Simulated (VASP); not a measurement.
# CoO (P-6m2) in VASP: notebook

One crystal, CoO, is run at these levels: PBEsol, RPBE; tasks: relaxation of cell and atoms.

Everything below comes from runs of VASP 6.6.1. Logs are shortened: lines on timing, memory, paths and dates and some standing lists are left out, and cuts for length are marked.

## 1. Starting point

It takes space group P-6m2 (No. 187, hexagonal). The conventional cell has a = 2.828 Å, b = 2.828 Å, c = 2.722 Å, α = 90.00°, β = 90.00°, γ = 120.00°. Co (site symmetry -6m2) has 6 O at 2.13 Å as nearest neighbours. Around O (site symmetry -6m2) lie 6 Co at 2.13 Å.

The cell was built by a generator and needn't be a form met in nature.

## 2. Relaxation of cell and atoms, PBEsol, collinear spin, ferromagnetic start

The input, INCAR:

```
PREC = Accurate
ENCUT = 600
EDIFF = 1E-6
ISMEAR = -1
SIGMA = 0.05
LREAL = F
LASPH = T
NELM = 150
ALGO = Normal
ISIF = 3
LWAVE = F
LCHARG = F
ISPIN = 2
MAGMOM = 2 0
LORBIT = 11
LMAXMIX = 4
GGA = PS
IBRION = 2
NSW = 60
EDIFFG = -0.02
```

The input, KPOINTS:

```
regular mesh
0
Gamma
  8 8 7
```

The input, POSCAR:

```
CoO
1.0
    2.8284500000      0.0000000000      0.0000000000
   -1.4142300000      2.4495100000      0.0000000000
    0.0000000000      0.0000000000      2.7217200000
Co O
1 1
Direct
    0.0000000000      0.0000000000      0.5000000000
    0.6666700000      0.3333300000      0.0000000000
```

Potentials or basis: VASP PAW PBE potentials, release 64 (Co, O).

On the command line:

```bash
> cat potpaw_PBE.64/Co/POTCAR potpaw_PBE.64/O/POTCAR > POTCAR
> mpirun -np 1 vasp_std > vasp.out
```

OUTCAR:

```text
PREC = Accurate
   ENCUT = 600
   EDIFF = 1E-6
   ISMEAR = -1
   LREAL = F
   LASPH = T
   NELM = 150
   ISIF = 3
   ISPIN = 2
   LORBIT = 11
   GGA = PS
   IBRION = 2
   NSW = 60
   EDIFFG = -0.02

 ion  position               nearest neighbor table
   1  0.000  0.000  0.500-   2 2.13   2 2.13   2 2.13   2 2.13   2 2.13   2 2.13
   2  0.667  0.333  0.000-   1 2.13   1 2.13   1 2.13   1 2.13   1 2.13   1 2.13

  LATTYP: Found a hexagonal cell.
 ALAT       =     2.8284500000
 C/A-ratio  =     0.9622655518

  Lattice vectors:

 A1 = (   2.8284500000,   0.0000000000,   0.0000000000)
 A2 = (  -1.4142300000,   2.4495100000,   0.0000000000)
 A3 = (   0.0000000000,   0.0000000000,   2.7217200000)

Analysis of symmetry for initial positions (statically):
=====================================================================
 Subroutine PRICEL returns:
 Original cell was already a primitive cell.

 Routine SETGRP: Setting up the symmetry group for a
 hexagonal supercell.

 Subroutine GETGRP returns: Found  4 space group operations
 (whereof  4 operations were pure point group operations)
 out of a pool of 24 trial point group operations.

The static configuration has the point symmetry C_2v.

Analysis of symmetry for dynamics (positions and initial velocities):
=====================================================================
 Subroutine PRICEL returns:
 Original cell was already a primitive cell.

 Routine SETGRP: Setting up the symmetry group for a
 hexagonal supercell.

 Subroutine GETGRP returns: Found  4 space group operations
 (whereof  4 operations were pure point group operations)
 out of a pool of 24 trial point group operations.

The dynamic configuration has the point symmetry C_2v.

Analysis of structural, dynamic, and magnetic symmetry:
=====================================================================
 Subroutine PRICEL returns:
 Original cell was already a primitive cell.

 Routine SETGRP: Setting up the symmetry group for a
 hexagonal supercell.

 Subroutine GETGRP returns: Found  4 space group operations
 (whereof  4 operations were pure point group operations)
 out of a pool of 24 trial point group operations.

The overall configuration has the point symmetry C_2v.

 Subroutine INISYM returns: Found  4 space group operations
 (whereof  4 operations are pure point group operations),
 and found     1 'primitive' translations

----------------------------------------------------------------------------------------

                                     Primitive cell

  volume of cell :      18.8569

  direct lattice vectors                    reciprocal lattice vectors
     2.828450000  0.000000000  0.000000000     0.353550531  0.204123179  0.000000000
    -1.414230000  2.449510000  0.000000000     0.000000000  0.408244914  0.000000000
     0.000000000  0.000000000  2.721720000     0.000000000  0.000000000  0.367414723

  length of vectors
     2.828450000  2.828452887  2.721720000     0.408245331  0.408244914  0.367414723

  position of ions in fractional coordinates (direct lattice)
     0.000000000  0.000000000  0.500000000
     0.666670000  0.333330000  0.000000000

  ion indices of the primitive-cell ions
   primitive index   ion index
                 1           1
                 2           2

----------------------------------------------------------------------------------------

 KPOINTS: regular mesh

Automatic generation of k-mesh.
 Grid dimensions read from file:
 generate k-points for:    8    8    7

 Generating k-lattice:

  Cartesian coordinates                     Fractional coordinates (reciprocal lattice)
     0.044193816  0.025515397  0.000000000     0.125000000  0.000000000  0.000000000
     0.000000000  0.051030614  0.000000000     0.000000000  0.125000000  0.000000000
     0.000000000  0.000000000  0.052487818     0.000000000  0.000000000  0.142857143

  Length of vectors
     0.051030666  0.051030614  0.052487818

  Shift w.r.t. Gamma in fractional coordinates (k-lattice)
     0.000000000  0.000000000  0.000000000

 Subroutine IBZKPT returns following result:
 ===========================================

 Found     84 irreducible k-points:

 Following reciprocal coordinates:
            Coordinates               Weight
  0.000000  0.000000  0.000000      1.000000
  0.125000  0.000000  0.000000      4.000000
 -0.125000  0.125000  0.000000      2.000000
  0.250000  0.000000  0.000000      4.000000
 -0.250000  0.250000  0.000000      2.000000
  0.375000  0.000000  0.000000      4.000000
[... 16 lines left out ...]
  0.125000  0.000000  0.142857      8.000000
 -0.125000  0.125000  0.142857      4.000000
 [... further k-points ...]
   k-points           NKPTS =     84   k-points in BZ     NKDIM =     84   number of bands    NBANDS=     12
   number of dos      NEDOS =    301   number of ions     NIONS =      2
   total plane-waves  NPLWV =  13824
   dimension x,y,z NGX =    24 NGY =   24 NGZ =   24
   dimension x,y,z NGXF=    48 NGYF=   48 NGZF=   48
   ions per type =               1   1
   NGX,Y,Z   is equivalent  to a cutoff of  14.11, 14.11, 14.66 a.u.
   NGXF,Y,Z  is equivalent  to a cutoff of  28.21, 28.21, 29.32 a.u.
 SYSTEM =  unknown system
   PREC   = accura    normal or accurate (medium, high low for compatibility)
   ISTART =      0    job   : 0-new  1-cont  2-samecut
   ICHARG =      2    charge: 1-file 2-atom 10-const
   ISPIN  =      2    spin polarized calculation?
   LNONCOLLINEAR =      F non collinear calculations
   LSORBIT =      F    spin-orbit coupling
   LASPH  =      T    aspherical Exc in radial PAW
   ENCUT  =  600.0 eV  44.10 Ry    6.64 a.u.   5.65  5.65  5.44*2*pi/ulx,y,z
   NELM   =    150;   NELMIN=  2; NELMDL= -5     # of ELM steps
   EDIFF  = 0.1E-05   stopping-criterion for ELM
   LREAL  =      F    real-space projection
   EDIFFG = -.2E-01   stopping-criterion for IOM
   NSW    =     60    number of steps for IOM
   IBRION =      2    ionic relax: 0-MD 1-quasi-New 2-CG
   NFREE  =      1    steps in history (QN), initial steepest desc. (CG)
   ISIF   =      3    stress and relaxation
   ISYM   =      2    0-nonsym 1-usesym 2-fastsym
   POTIM  = 0.5000    time-step for ionic-motion
   TEBEG  =    0.0;   TEEND  =   0.0 temperature during run
   PSTRESS=    0.0 pullay stress
   NELECT =      15.0000    total number of electrons
   NUPDOWN=      -1.0000    fix difference up-down
   EMIN   =  10.00;   EMAX   =-10.00  energy-range for DOS
   EFERMI =   0.00;   METHOD = LEGACY
   ISMEAR =    -1;   SIGMA  =   0.05  broadening in eV -4-tet -1-fermi 0-gaus
   EFERMI_NEDOS =   21; number of points for ismear=-14 and -15
   IALGO  =     38    algorithm
   IMIX   =      4    mixing-type and parameters
     AMIX     =   0.40;   BMIX     =  1.00
     AMIX_MAG =   1.60;   BMIX_MAG =  1.00
  volume/ion in A,a.u.               =       9.43        63.63
  Fermi-wavevector in a.u.,A,eV,Ry     =   1.516869  2.866468 31.305547  2.300893
  Thomas-Fermi vector in A             =   2.626201
   LORBIT       =     11    0 simple, 1 ext, 2 COOP (PROOUT), +10 PAW based schemes
   GGA     = PS    functional components
   LHFCALC =     F    Hartree Fock is set to
   AEXX    =    0.0000 exact exchange contribution
   IVDW    =     0    specifies the selected vdW correction
   LEPSILON=     F    determine dielectric tensor
   LRPA    =     F    only Hartree local field effects (RPA)
 conjugate gradient relaxation of ions
 spin polarized calculation
  energy-cutoff  :      600.00
  volume of cell :       18.86
 maximum number of plane-waves:       647
   NGX = 11   NGY = 11   NGZ = 11

--------------------------------------- Ionic step        1  -------------------------------------------

 number of electron      15.0000002 magnetization       2.9994104

 Free energy of the ion-electron system (eV)
  ---------------------------------------------------
  ext. energy  EPLUGINS =         0.00000000
  ---------------------------------------------------
  free energy    TOTEN  =       -13.91419289 eV

  energy without entropy =      -13.88849541  energy(sigma->0) =      -13.90134415

------------------------ aborting loop because EDIFF is reached ----------------------------------------

  FORCE on cell =-STRESS in cart. coord.  units (eV):
  Direction    XX          YY          ZZ          XY          YZ          ZX
  --------------------------------------------------------------------------------------
  -------------------------------------------------------------------------------------
  Total       -1.1789108     -1.1789140     -1.3917169      0.0000001      0.0000000      0.0000000
  in kB     -100.1660099   -100.1662775   -118.2470520      0.0000044      0.0000000      0.0000000
  external PRESSURE =    -106.1931131 kB  Pullay stress =       0.0000000 kB
[... 165 lines left out ...]
  energy  without entropy=      -13.9242633155  energy(sigma->0) =      -13.93596063

--------------------------------------- Ionic step        6  -------------------------------------------

 number of electron      14.9999997 magnetization       2.9992364

 Free energy of the ion-electron system (eV)
  ---------------------------------------------------
  ext. energy  EPLUGINS =         0.00000000
  ---------------------------------------------------
  free energy    TOTEN  =       -13.94782562 eV

  energy without entropy =      -13.92440229  energy(sigma->0) =      -13.93611396

 E-fermi :   8.8864     XC(G=0): -13.1429

 val. band max:        8.8857701474   @ k =  -0.2500   0.2500   0.0000
 cond. band min:       8.9080512506   @ k =  -0.1250   0.1250   0.4286
 fundamental gap:      0.0222811032
 Fermi energy:         8.8863602949

 spin component 1

 k-point     1 :       0.0000    0.0000    0.0000
  band No.  band energies     occupation
      1     -12.1503      1.00000
      2       3.6005      1.00000
      3       3.6005      1.00000
      4       4.1599      1.00000
      5       4.8561      1.00000
      6       6.0331      1.00000
      7       6.0331      1.00000
      8       7.8664      1.00000
      9       7.8664      1.00000
     10       9.7739      0.00000
     11      23.5261      0.00000
     12      25.3883      0.00000
[... 331 lines left out ...]
 k-point    24 :      -0.1250    0.1250    0.1429
  band No.  band energies     occupation
      1     -11.7896      1.00000
      2       2.9033      1.00000
      3       3.1764      1.00000
      4       3.7572      1.00000
      5       4.9885      1.00000
      6       5.8238      1.00000
      7       6.3110      1.00000
      8       7.4869      1.00000
      9       7.8218      1.00000
     10      11.6201      0.00000
     11      22.7627      0.00000
     12      23.7532      0.00000

 [... further k-points ...]

 spin component 2

 k-point     1 :       0.0000    0.0000    0.0000
  band No.  band energies     occupation
      1     -11.4631      1.00000
      2       4.9302      1.00000
      3       4.9302      1.00000
      4       5.6012      1.00000
      5       6.0597      1.00000
      6       8.9893      0.11323
      7       8.9893      0.11322
      8       9.7511      0.00000
      9       9.7512      0.00000
     10      10.4319      0.00000
     11      24.0392      0.00000
     12      25.9562      0.00000
[... 374 lines left out ...]
  FREE ENERGIE OF THE ION-ELECTRON SYSTEM (eV)
  ---------------------------------------------------
  free  energy   TOTEN  =       -13.9478256187 eV

  energy  without entropy=      -13.9244022926  energy(sigma->0) =      -13.93611396

 reached required accuracy - stopping structural energy minimisation

 total charge

# of ion       s       p       d       tot
------------------------------------------
    1        0.329   0.443   7.189   7.960
    2        1.554   3.408   0.000   4.962
--------------------------------------------------
tot          1.883   3.851   7.189  12.922

 magnetization (x)

# of ion       s       p       d       tot
------------------------------------------
    1        0.005   0.007   2.510   2.522
    2        0.029   0.400   0.000   0.429
--------------------------------------------------
tot          0.034   0.406   2.510   2.950
```

Wall time 97 s (1 thread of Intel Xeon Platinum 8488C (Sapphire Rapids), shared host); peak memory 0.18 GiB.

Results:

```yaml
Free_energy: -13.9478 eV
Relaxed_volume: 8.93 Å³/atom
Relaxed_cell: a = 2.772 Å, b = 2.772 Å, c = 2.684 Å, α = 90.00°, β = 90.00°, γ = 120.00°
Space_group_after_relaxing_to_0.05_Å: P-6m2 (No. 187)
Energy_gained_by_relaxing: 16.8 meV/atom
Ionic_steps: 6
Pressure_after_relaxing: 0.2 GPa
Band_gap_on_the_k_mesh: none (metal or under the smearing width)
Net_moment: 3.00 μB per cell
Site_moments: Co +2.52; O +0.43 μB
Valence_electrons_inside_the_program's_atomic_spheres: Co 7.96; O 4.96
```

The path:
```csv
step,energy change (eV),largest force (eV/Å),pressure (GPa),volume (Å³)
1,0.0000,0.0000,-10.62,18.86
2,-0.0118,0.0001,9.92,17.20
3,-0.0330,0.0001,-0.17,17.91
4,-0.0330,0.0001,0.05,17.89
5,-0.0335,0.0000,0.15,17.87
6,-0.0336,0.0000,0.20,17.85
```

Final structure:
```yaml
crystal:
  lattice:
    - [2.77170, 0.00000, 0.00000]
    - [-1.38586, 2.40036, 0.00000]
    - [0.00000, 0.00000, 2.68360]
  atoms:
    - { symbol: Co, position: [0.00000, 0.00000, 0.50000] }
    - { symbol: O, position: [0.66667, 0.33333, 0.00000] }
```

Caveat: the PAW data sets were made with another functional, which shifts forces and pressure a little; a cell with one magnetic atom can't hold antiferromagnetic order, which such compounds often take; semilocal functionals often make such compounds metallic where correlation or magnetic order opens a gap, which also shifts bond lengths.

## 3. Relaxation of cell and atoms, RPBE, collinear spin, ferromagnetic start

Edit INCAR of step 2 so:

```diff
@@ -16,3 +16,3 @@
 LMAXMIX = 4
-GGA = PS
+GGA = RP
 IBRION = 2
```

KPOINTS is that of step 2.

POSCAR is that of step 2.

Potentials or basis: VASP PAW PBE potentials, release 64 (Co, O).

On the command line:

```bash
> cat potpaw_PBE.64/Co/POTCAR potpaw_PBE.64/O/POTCAR > POTCAR
> mpirun -np 1 vasp_std > vasp.out
```

Wall time 90 s (1 thread of Intel Xeon Platinum 8488C (Sapphire Rapids), shared host); peak memory 0.18 GiB.

Results (log left out):

```
Free energy                                           : -12.0650 eV
Relaxed volume                                        : 9.76 Å³/atom
Relaxed cell                                          : a = 2.870 Å, b = 2.870 Å, c = 2.737 Å, α = 90.00°, β = 90.00°, γ = 120.00°
Space group after relaxing (to 0.05 Å)                : P-6m2 (No. 187)
Energy gained by relaxing                             : 5.7 meV/atom
Ionic steps                                           : 6
Pressure after relaxing                               : -0.1 GPa
Band gap on the k mesh                                : none (metal or under the smearing width)
Net moment                                            : 3.00 μB per cell
Site moments                                          : Co +2.56; O +0.40 μB
Valence electrons inside the program's atomic spheres : Co 7.79; O 4.96
```

Forces in eV/Å, atoms in the order of the input:
```
Co  -0.002  0.001  0.000
O    0.002 -0.001  0.000
```

The path:
```csv
step,energy change (eV),largest force (eV/Å),pressure (GPa),volume (Å³)
1,0.0000,0.0001,5.79,18.86
2,-0.0082,0.0004,-2.64,19.80
3,-0.0109,0.0006,0.09,19.48
4,-0.0109,0.0008,-0.19,19.49
5,-0.0113,0.0012,-0.15,19.51
6,-0.0114,0.0024,-0.10,19.53
```

Final structure:
```cif
data_structure
_symmetry_space_group_name_H-M 'P 1'
_symmetry_Int_Tables_number 1
_cell_length_a 2.8701
_cell_length_b 2.8701
_cell_length_c 2.7373
_cell_angle_alpha 90.000
_cell_angle_beta 90.000
_cell_angle_gamma 119.996
_cell_volume 19.53
loop_
_atom_site_label
_atom_site_type_symbol
_atom_site_fract_x
_atom_site_fract_y
_atom_site_fract_z
_atom_site_occupancy
Co1 Co 0.99998 0.00002 0.50000 1
O1 O 0.66669 0.33331 0.00000 1
```

Levels at points of the mesh, in eV from the Fermi level:
Spin up:
| k point | band 5 | band 6 | band 7 | band 8 | band 9 | band 10 | band 11 | band 12 |
| --- | --- | --- | --- | --- | --- | --- | --- | --- |
| (0.00, 0.00, 0.00) | -3.43 | -3.00 | -3.00 | -1.04 | -1.04 | 0.59 | 14.68 | 15.80 |
| (0.50, 0.00, 0.00) | -4.01 | -3.12 | -2.13 | -2.12 | -0.70 | 5.51 | 8.42 | 14.78 |
| (0.50, 0.50, 0.00) | -4.00 | -3.12 | -2.13 | -2.12 | -0.70 | 5.51 | 8.42 | 14.78 |
Spin down:
| k point | band 4 | band 5 | band 6 | band 7 | band 8 | band 9 |
| --- | --- | --- | --- | --- | --- | --- |
| (0.00, 0.00, 0.00) | -2.75 | -2.57 | 0.40 | 0.40 | 0.81 | 0.82 |
| (0.50, 0.00, 0.00) | -3.20 | -2.17 | 0.07 | 0.24 | 0.32 | 1.73 |
| (0.50, 0.50, 0.00) | -3.20 | -2.18 | 0.07 | 0.24 | 0.33 | 1.73 |

Caveat: the PAW data sets were made with another functional, which shifts forces and pressure a little; a cell with one magnetic atom can't hold antiferromagnetic order, which such compounds often take; semilocal functionals often make such compounds metallic where correlation or magnetic order opens a gap, which also shifts bond lengths. With open d or f shells a metallic result of RPBE can be an artefact of self-interaction; +U or a hybrid may open a gap.
